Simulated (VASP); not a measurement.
# NaH (Fm-3m) in VASP: further runs

One crystal, NaH, is run at these levels: PBE+D3(BJ); tasks: single point, relaxation of cell and atoms.

Everything below comes from runs of VASP 6.6.1. Logs are shortened: lines on timing, memory, paths and dates and some standing lists are left out, and cuts for length are marked.

## Step 1: The crystal as given

It takes space group Fm-3m (No. 225, cubic). The conventional cell has a = 4.718 Å, b = 4.718 Å, c = 4.718 Å, α = 90.00°, β = 90.00°, γ = 90.00°. Around Na (site symmetry m-3m) lie 6 H at 2.36 Å. H (site symmetry m-3m) is surrounded by 6 Na at 2.36 Å.

The cell is a database's computed one.

## Step 2: Single point, PBE+D3(BJ)

Contents of INCAR:

```
ALGO = Normal ; EDIFF = 1E-6
ENCUT = 520 ; GGA = PE
ISIF = 2 ; ISMEAR = 0
IVDW = 12 ; LASPH = True
LCHARG = True ; LELF = True
LREAL = False ; LVHAR = True
LWAVE = False ; NBANDS = 11
NELM = 100 ; PREC = Accurate
SIGMA = 0.02
```

Contents of KPOINTS:

```
k-points
0
Gamma
  8 8 8
```

Contents of POSCAR:

```
NaH
1.0
    0.0000000000      2.3589588268      2.3589588268
    2.3589588268      0.0000000000      2.3589588268
    2.3589588268      2.3589588268      0.0000000000
Na H
1 1
Direct
    0.0000000000      0.0000000000      0.0000000000
    0.5000000000      0.5000000000      0.5000000000
```

Potentials or basis: VASP PAW PBE potentials, release 64 (Na_pv, H).

Run with:

```sh
cat potpaw_PBE.64/Na_pv/POTCAR potpaw_PBE.64/H/POTCAR > POTCAR
mpirun -np 1 vasp_std > vasp.out
```

OUTCAR:

```text
EDIFF = 1E-6
   ENCUT = 520
   GGA = PE
   ISIF = 2
   ISMEAR = 0
   IVDW = 12
   LASPH = True
   LREAL = False
   NELM = 100
   PREC = Accurate
 IVDW          = 12

 ion  position               nearest neighbor table
   1  0.000  0.000  0.000-
   2  0.500  0.500  0.500-

  LATTYP: Found a face centered cubic cell.
 ALAT       =     4.7179176536

  Lattice vectors:

 A1 = (   0.0000000000,   2.3589588268,   2.3589588268)
 A2 = (   2.3589588268,   0.0000000000,   2.3589588268)
 A3 = (   2.3589588268,   2.3589588268,   0.0000000000)

Analysis of symmetry for initial positions (statically):
=====================================================================
 Subroutine PRICEL returns:
 Original cell was already a primitive cell.

 Routine SETGRP: Setting up the symmetry group for a
 face centered cubic supercell.

 Subroutine GETGRP returns: Found 48 space group operations
 (whereof 48 operations were pure point group operations)
 out of a pool of 48 trial point group operations.

The static configuration has the point symmetry O_h .

Analysis of symmetry for dynamics (positions and initial velocities):
=====================================================================
 Subroutine PRICEL returns:
 Original cell was already a primitive cell.

 Routine SETGRP: Setting up the symmetry group for a
 face centered cubic supercell.

 Subroutine GETGRP returns: Found 48 space group operations
 (whereof 48 operations were pure point group operations)
 out of a pool of 48 trial point group operations.

The dynamic configuration has the point symmetry O_h .

 Subroutine INISYM returns: Found 48 space group operations
 (whereof 48 operations are pure point group operations),
 and found     1 'primitive' translations

----------------------------------------------------------------------------------------

                                     Primitive cell

  volume of cell :      26.2537

  direct lattice vectors                    reciprocal lattice vectors
     0.000000000  2.358958827  2.358958827    -0.211957917  0.211957917  0.211957917
     2.358958827  0.000000000  2.358958827     0.211957917 -0.211957917  0.211957917
     2.358958827  2.358958827  0.000000000     0.211957917  0.211957917 -0.211957917

  length of vectors
     3.336071566  3.336071566  3.336071566     0.367121882  0.367121882  0.367121882

  position of ions in fractional coordinates (direct lattice)
[... 87 lines left out ...]
   POTIM  = 0.5000    time-step for ionic-motion
   TEBEG  =    0.0;   TEEND  =   0.0 temperature during run
   PSTRESS=    0.0 pullay stress
   NELECT =       8.0000    total number of electrons
   NUPDOWN=      -1.0000    fix difference up-down
   EMIN   =  10.00;   EMAX   =-10.00  energy-range for DOS
   EFERMI =   0.00;   METHOD = LEGACY
   ISMEAR =     0;   SIGMA  =   0.02  broadening in eV -4-tet -1-fermi 0-gaus
   EFERMI_NEDOS =   21; number of points for ismear=-14 and -15
   IALGO  =     38    algorithm
   IMIX   =      4    mixing-type and parameters
     AMIX     =   0.40;   BMIX     =  1.00
     AMIX_MAG =   1.60;   BMIX_MAG =  1.00
  volume/ion in A,a.u.               =      13.13        88.58
  Fermi-wavevector in a.u.,A,eV,Ry     =   1.101644  2.081805 16.512285  1.213619
  Thomas-Fermi vector in A             =   2.238074
   LORBIT       =      0    0 simple, 1 ext, 2 COOP (PROOUT), +10 PAW based schemes
   GGA     = PE    functional components
   LHFCALC =     F    Hartree Fock is set to
   AEXX    =    0.0000 exact exchange contribution
   IVDW    =    12    specifies the selected vdW correction
   LEPSILON=     F    determine dielectric tensor
   LRPA    =     F    only Hartree local field effects (RPA)
 non-spin polarized calculation
 Gauss-broadening in eV      SIGMA  =   0.02
  energy-cutoff  :      520.00
  volume of cell :       26.25
 maximum number of plane-waves:       725
 NGX is ok and might be reduce to    28
   NGX = 13   NGY = 13   NGZ = 13

 number of electron       8.0000001 magnetization

 Free energy of the ion-electron system (eV)
  ---------------------------------------------------
  ext. energy  EPLUGINS =         0.00000000
  ---------------------------------------------------
  free energy    TOTEN  =        -5.07616860 eV

  energy without entropy =       -5.07616860  energy(sigma->0) =       -5.07616860

 E-fermi :  -0.7210     XC(G=0):  -8.0149

 val. band max:       -0.8749531021   @ k =  -0.2500   0.5000   0.2500
 cond. band min:       3.0072904795   @ k =   0.5000   0.0000   0.0000
 fundamental gap:      3.8822435816
 Fermi energy:        -0.7210262054

 k-point     1 :       0.0000    0.0000    0.0000
  band No.  band energies     occupation
      1     -22.8548      2.00000
      2     -22.8548      2.00000
      3     -22.8548      2.00000
      4      -4.6990      2.00000
      5      10.1934      0.00000
      6      15.2713      0.00000
      7      15.2713      0.00000
      8      15.2713      0.00000
      9      16.3117      0.00000
     10      16.3117      0.00000
     11      16.3117      0.00000
[... 309 lines left out ...]
 k-point    24 :      -0.3750    0.2500    0.1250
  band No.  band energies     occupation
      1     -22.9559      2.00000
      2     -22.8984      2.00000
      3     -22.8784      2.00000
      4      -1.3782      2.00000
      5       3.8269      0.00000
      6       7.2288      0.00000
      7      10.6253      0.00000
      8      14.7577      0.00000
      9      15.9575      0.00000
     10      19.3323      0.00000
     11      21.5317      0.00000

 [... further k-points ...]

------------------------ aborting loop because EDIFF is reached ----------------------------------------

 Edisp (eV)   -0.30851

 E8    (eV) :    -0.1337

  FORCE on cell =-STRESS in cart. coord.  units (eV):
  Direction    XX          YY          ZZ          XY          YZ          ZX
  --------------------------------------------------------------------------------------
  -------------------------------------------------------------------------------------
  Total      -0.00466    -0.00466    -0.00466    -0.00000    -0.00000    -0.00000
  in kB      -0.28423    -0.28423    -0.28423    -0.00000    -0.00000    -0.00000
  external pressure =       -0.28 kB  Pullay stress =        0.00 kB

 VOLUME and BASIS-vectors are now :
 -----------------------------------------------------------------------------
  energy-cutoff  :      520.00
  volume of cell :       26.25
      direct lattice vectors                 reciprocal lattice vectors
     0.000000000  2.358958827  2.358958827    -0.211957917  0.211957917  0.211957917
     2.358958827  0.000000000  2.358958827     0.211957917 -0.211957917  0.211957917
     2.358958827  2.358958827  0.000000000     0.211957917  0.211957917 -0.211957917

 POSITION                                       TOTAL-FORCE (eV/Angst)
 -----------------------------------------------------------------------------------
      0.00000      0.00000      0.00000        -0.000000     -0.000000      0.000000
      2.35896      2.35896      2.35896         0.000000      0.000000     -0.000000
 -----------------------------------------------------------------------------------
    total drift:                               -0.000000      0.000000      0.000000

  FREE ENERGIE OF THE ION-ELECTRON SYSTEM (eV)
  ---------------------------------------------------
  free  energy   TOTEN  =        -5.3846827411 eV

  energy  without entropy=       -5.3846827411  energy(sigma->0) =       -5.38468274
```

stdout:

```text
POSCAR found type information on POSCAR NaH
 POSCAR found :  2 types and       2 ions
 scaLAPACK will be used
 LDA part: xc-table for (Slater+PW92), standard interpolation
 POSCAR, INCAR and KPOINTS ok, starting setup
 FFT: planning ... GRIDC
 FFT: planning ... GRID_SOFT
 FFT: planning ... GRID
 WAVECAR not read
 entering main loop
```

It took 6.5 s on 1 thread of AMD EPYC 9R45 (Zen 5), shared host; peak memory 0.13 GiB.

What came out:

| Item | Value |
| --- | --- |
| Free energy | -5.3847 eV |
| Pressure | 0.0 GPa |
| Band gap on the k mesh | 3.88 eV, indirect (least direct gap 4.77 eV) |
| Dispersion energy per atom | -0.154 eV |

## Step 3: Relaxation of cell and atoms, PBE+D3(BJ)

This run uses another cell than the first one, of 13.59 Å³/atom, 1.035 times its volume.

Contents of INCAR:

```
  PREC = Accurate
  ENCUT = 600
  EDIFF = 1E-6
  ISMEAR = 0
  SIGMA = 0.02
  LREAL = False
  LASPH = True
  NELM = 80
  ALGO = Fast
  ISIF = 3
  LWAVE = False
  LCHARG = False
  GGA = PE
  IVDW = 12
  IBRION = 2
  NSW = 100
  EDIFFG = -0.01
```

Contents of KPOINTS:

```
regular mesh
0
Gamma
  8 8 8
```

Contents of POSCAR:

```
NaH
1.0
    0.0000000000      2.3864216800      2.3864216800
    2.3864216800      0.0000000000      2.3864216800
    2.3864216800      2.3864216800      0.0000000000
Na H
1 1
Direct
    0.0000000000      0.0000000000      0.0000000000
    0.5000000000      0.5000000000      0.5000000000
```

Potentials or basis: VASP PAW PBE potentials, release 64 (Na_pv, H).

Run with:

```sh
cat potpaw_PBE.64/Na_pv/POTCAR potpaw_PBE.64/H/POTCAR > POTCAR
mpirun -np 1 vasp_std > vasp.out
```

OUTCAR:

```text
PREC = Accurate
   ENCUT = 600
   EDIFF = 1E-6
   ISMEAR = 0
   LREAL = False
   LASPH = True
   NELM = 80
   ISIF = 3
   GGA = PE
   IVDW = 12
   IBRION = 2
   NSW = 100
   EDIFFG = -0.01
 IVDW          = 12

 ion  position               nearest neighbor table
   1  0.000  0.000  0.000-
   2  0.500  0.500  0.500-

  LATTYP: Found a face centered cubic cell.
 ALAT       =     4.7728433600

  Lattice vectors:

 A1 = (   0.0000000000,   2.3864216800,   2.3864216800)
 A2 = (   2.3864216800,   0.0000000000,   2.3864216800)
 A3 = (   2.3864216800,   2.3864216800,   0.0000000000)

Analysis of symmetry for initial positions (statically):
=====================================================================
 Subroutine PRICEL returns:
 Original cell was already a primitive cell.

 Routine SETGRP: Setting up the symmetry group for a
 face centered cubic supercell.

 Subroutine GETGRP returns: Found 48 space group operations
 (whereof 48 operations were pure point group operations)
 out of a pool of 48 trial point group operations.

The static configuration has the point symmetry O_h .

Analysis of symmetry for dynamics (positions and initial velocities):
=====================================================================
 Subroutine PRICEL returns:
 Original cell was already a primitive cell.

 Routine SETGRP: Setting up the symmetry group for a
 face centered cubic supercell.

 Subroutine GETGRP returns: Found 48 space group operations
 (whereof 48 operations were pure point group operations)
 out of a pool of 48 trial point group operations.

The dynamic configuration has the point symmetry O_h .

 Subroutine INISYM returns: Found 48 space group operations
 (whereof 48 operations are pure point group operations),
 and found     1 'primitive' translations

----------------------------------------------------------------------------------------

[... 100 lines left out ...]
   POTIM  = 0.5000    time-step for ionic-motion
   TEBEG  =    0.0;   TEEND  =   0.0 temperature during run
   PSTRESS=    0.0 pullay stress
   NELECT =       8.0000    total number of electrons
   NUPDOWN=      -1.0000    fix difference up-down
   EMIN   =  10.00;   EMAX   =-10.00  energy-range for DOS
   EFERMI =   0.00;   METHOD = LEGACY
   ISMEAR =     0;   SIGMA  =   0.02  broadening in eV -4-tet -1-fermi 0-gaus
   EFERMI_NEDOS =   21; number of points for ismear=-14 and -15
   IALGO  =     68    algorithm
   IMIX   =      4    mixing-type and parameters
     AMIX     =   0.40;   BMIX     =  1.00
     AMIX_MAG =   1.60;   BMIX_MAG =  1.00
  volume/ion in A,a.u.               =      13.59        91.71
  Fermi-wavevector in a.u.,A,eV,Ry     =   1.088966  2.057847 16.134426  1.185847
  Thomas-Fermi vector in A             =   2.225159
   LORBIT       =      0    0 simple, 1 ext, 2 COOP (PROOUT), +10 PAW based schemes
   GGA     = PE    functional components
   LHFCALC =     F    Hartree Fock is set to
   AEXX    =    0.0000 exact exchange contribution
   IVDW    =    12    specifies the selected vdW correction
   LEPSILON=     F    determine dielectric tensor
   LRPA    =     F    only Hartree local field effects (RPA)
 conjugate gradient relaxation of ions
 non-spin polarized calculation
 RMM-DIIS sequential band-by-band and
 Gauss-broadening in eV      SIGMA  =   0.02
  energy-cutoff  :      600.00
  volume of cell :       27.18
 maximum number of plane-waves:       934
   NGX = 13   NGY = 13   NGZ = 13

--------------------------------------- Ionic step        1  -------------------------------------------

 number of electron       7.9999992 magnetization

 Free energy of the ion-electron system (eV)
  ---------------------------------------------------
  ext. energy  EPLUGINS =         0.00000000
  ---------------------------------------------------
  free energy    TOTEN  =        -5.08484136 eV

  energy without entropy =       -5.08484136  energy(sigma->0) =       -5.08484136

------------------------ aborting loop because EDIFF is reached ----------------------------------------

 Edisp (eV)   -0.29789

 E8    (eV) :    -0.1291
[... 151 lines left out ...]
--------------------------------------- Ionic step        5  -------------------------------------------

 number of electron       8.0000001 magnetization

 Free energy of the ion-electron system (eV)
  ---------------------------------------------------
  ext. energy  EPLUGINS =         0.00000000
  ---------------------------------------------------
  free energy    TOTEN  =        -5.07637022 eV

  energy without entropy =       -5.07637022  energy(sigma->0) =       -5.07637022

 E-fermi :  -0.6747     XC(G=0):  -8.0181

 val. band max:       -0.8721517462   @ k =  -0.2500   0.5000   0.2500
 cond. band min:       3.0122411614   @ k =   0.5000   0.0000   0.0000
 fundamental gap:      3.8843929075
 Fermi energy:        -0.6746923341

 k-point     1 :       0.0000    0.0000    0.0000
  band No.  band energies     occupation
      1     -22.8500      2.00000
      2     -22.8500      2.00000
      3     -22.8500      2.00000
      4      -4.6985      2.00000
      5      10.2051      0.00000
      6      15.2823      0.00000
      7      15.2823      0.00000
      8      15.2823      0.00000
[... 243 lines left out ...]
 k-point    24 :      -0.3750    0.2500    0.1250
  band No.  band energies     occupation
      1     -22.9514      2.00000
      2     -22.8937      2.00000
      3     -22.8737      2.00000
      4      -1.3755      2.00000
      5       3.8324      0.00000
      6       7.2358      0.00000
      7      10.6350      0.00000
      8      14.7705      0.00000

 [... further k-points ...]

------------------------ aborting loop because EDIFF is reached ----------------------------------------

 Edisp (eV)   -0.30881

 E8    (eV) :    -0.1338
[... 25 lines left out ...]
  FREE ENERGIE OF THE ION-ELECTRON SYSTEM (eV)
  ---------------------------------------------------
  free  energy   TOTEN  =        -5.3851820542 eV

  energy  without entropy=       -5.3851820542  energy(sigma->0) =       -5.38518205

 reached required accuracy - stopping structural energy minimisation
```

OSZICAR:

```text
N       E                     dE             d eps       ncg     rms          rms(c)
DAV:   1     0.177177571721E+02    0.17718E+02   -0.52383E+03   464   0.113E+03
DAV:   2    -0.496051020668E+01   -0.22678E+02   -0.22353E+02   472   0.134E+02
DAV:   3    -0.551378633508E+01   -0.55328E+00   -0.55328E+00   616   0.286E+01
[... 39 lines left out ...]
RMM:   3    -0.507649317070E+01    0.21988E-02   -0.26442E-03   490   0.989E-01    0.343E-02
RMM:   4    -0.507637499159E+01    0.11818E-03   -0.98451E-05   496   0.165E-01    0.701E-03
RMM:   5    -0.507637184042E+01    0.31512E-05   -0.25711E-05   496   0.750E-02    0.158E-03
RMM:   6    -0.507637017711E+01    0.16633E-05   -0.46042E-06   451   0.417E-02    0.988E-04
RMM:   7    -0.507637021898E+01   -0.41866E-07   -0.89238E-07   337   0.156E-02
   5 F= -.53851821E+01 E0= -.53851821E+01  d E =-.245194E-02
```

Wall time 17 s (1 thread of AMD EPYC 9R45 (Zen 5), shared host); peak memory 0.13 GiB.

What came out:

```yaml
Free_energy: -5.3852 eV
Relaxed_volume: 13.11 Å³/atom
Relaxed_cell: a = 3.335 Å, b = 3.335 Å, c = 3.335 Å, α = 60.00°, β = 60.00°, γ = 60.00°
Space_group_after_relaxing_to_0.05_Å: Fm-3m (No. 225)
Energy_gained_by_relaxing: 1.2 meV/atom
Ionic_steps: 5
Pressure_after_relaxing: 0.0 GPa
Band_gap_on_the_k_mesh: 3.88 eV, indirect (least direct gap 4.78 eV)
Dispersion_energy_per_atom: -0.154 eV
```

Step by step:
```
step  energy change (eV)  largest force (eV/Å)  pressure (GPa)  volume (Å³)
   1              0.0000                0.0000           -0.83        27.18
   2             -0.0012                0.0000           -0.58        26.91
   3             -0.0022                0.0000           -0.24        26.54
   4             -0.0018                0.0000            0.32        25.83
   5             -0.0025                0.0000           -0.01        26.23
```

Final structure:
```xyz
2
Lattice="0.0000 2.3582 2.3582 2.3582 0.0000 2.3582 2.3582 2.3582 0.0000" Properties=species:S:1:pos:R:3 pbc="T T T"
Na    0.0000    0.0000    0.0000
H     2.3582    2.3582    2.3582
```

Levels at points of the mesh, in eV from the valence-band top:
```tsv
k point	band 1	band 2	band 3	band 4	band 5	band 6	band 7	band 8
(0.00, 0.00, 0.00)	-21.98	-21.98	-21.98	-3.83	11.08	16.15	16.15	16.15
(0.50, 0.00, 0.00)	-22.10	-21.99	-21.99	-0.89	3.88	11.29	13.84	13.84
(0.50, 0.50, 0.00)	-22.08	-22.02	-22.02	-0.19	4.79	10.31	11.14	11.14
```

A k mesh can miss the band edges.

## Step 4: Single point, PBE+D3(BJ)

This run uses another cell than the first one, of 13.59 Å³/atom, 1.035 times its volume.

Contents of INCAR:

```
PREC = Accurate
ENCUT = 520
EDIFF = 1E-6
ISMEAR = 0
SIGMA = 0.1
LREAL = False
LASPH = True
NELM = 100
ALGO = Normal
ISIF = 2
LWAVE = False
LCHARG = False
GGA = PE
IVDW = 12
NBANDS = 11
```

Contents of KPOINTS:

```
Automatic mesh
0
Gamma
  6 6 6
```

POSCAR is that of step 3.

Run with:

```sh
cat potpaw_PBE.64/Na_pv/POTCAR potpaw_PBE.64/H/POTCAR > POTCAR
mpirun -np 1 vasp_std > vasp.out
```

Wall time 4 s (1 thread of AMD EPYC 9R45 (Zen 5), shared host); peak memory 0.12 GiB.

It converged, with:

```yaml
Free_energy: -5.3824 eV
Pressure: -0.9 GPa
Band_gap_on_the_k_mesh: 3.87 eV, indirect (least direct gap 4.70 eV)
Dispersion_energy_per_atom: -0.149 eV
```

Levels at points of the mesh, in eV from the valence-band top:
| k point | band 1 | band 2 | band 3 | band 4 | band 5 | band 6 | band 7 | band 8 | band 9 |
| --- | --- | --- | --- | --- | --- | --- | --- | --- | --- |
| (0.00, 0.00, 0.00) | -21.99 | -21.99 | -21.99 | -3.68 | 10.80 | 15.93 | 15.93 | 15.93 | 16.88 |
| (0.50, 0.00, 0.00) | -22.10 | -22.00 | -22.00 | -0.83 | 3.87 | 11.09 | 13.66 | 13.66 | 16.83 |
| (0.50, 0.50, 0.00) | -22.08 | -22.03 | -22.03 | -0.14 | 4.76 | 10.22 | 10.95 | 10.95 | 12.21 |

## Step 5: Overview

| task | cell | k mesh | cutoff (eV) | smearing | gap on the mesh (eV) | pressure (GPa) |
| --- | --- | --- | --- | --- | --- | --- |
| single point | Fm-3m, 13.13 Å³/atom | 8 × 8 × 8 | 520 | gaussian 0.02 eV | 3.88 | 0.0 |
| relaxation of cell and atoms | relaxed | 8 × 8 × 8 | 600 | gaussian 0.02 eV | 3.88 | 0.0 |
| single point | Fm-3m, 13.59 Å³/atom | 6 × 6 × 6 | 520 | gaussian 0.1 eV | 3.87 | -0.9 |

Alike in all rows: level PBE+D3(BJ); potentials or basis VASP PAW PBE potentials, release 64 (Na_pv, H); no spin polarisation.

Total energies depend on the potentials used, so only differences within one code and one set of settings carry meaning.
